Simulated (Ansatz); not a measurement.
Input and command of a plane-wave DFT calculation in Ansatz:

```yaml
crystal:
  lattice:
    - [3.1799996605, 0.0, 0.0]
    - [-1.5899998303, 2.75396049, 0.0]
    - [0.0, 0.0, 5.166]
  atoms:
    - { symbol: Ga, position: [0.3333333333, 0.6666666667, 0.0] }
    - { symbol: Ga, position: [0.6666666667, 0.3333333333, 0.5] }
    - { symbol: "N", position: [0.3228148347, 0.6614074174, 0.367111126] }
    - { symbol: "N", position: [0.6561481681, 0.328074084, 0.867111126] }
basis:
  ecutwfc: 500
kpoints:
  mp_grid: { grid: [12, 12, 6] }
hamiltonian:
  xc: r2scan
scf:
  occupations: { method: gaussian, width: 0.05 }
output:
  forces: true
  stress: true
  eigenvalues: true
```

```bash
ansatz run input.yaml --threads 1 --pin off --max-ram 2560MiB --backend cpu --events-out ev --progress --plain --runs-dir out
```

Processor: Intel(R) Xeon(R) Processor @ 2.70GHz, 1 thread, on a host shared with other jobs.

Task: Estimate time, memory and problem size.

Result: About 43 s on 1 thread of Intel(R) Xeon(R) Processor @ 2.70GHz, on a shared host, peak memory 0.68 GiB. It solves 22 bands at 242 k points (the mesh reduced by symmetry) with about 1129 plane waves, in 7 SCF iterations.
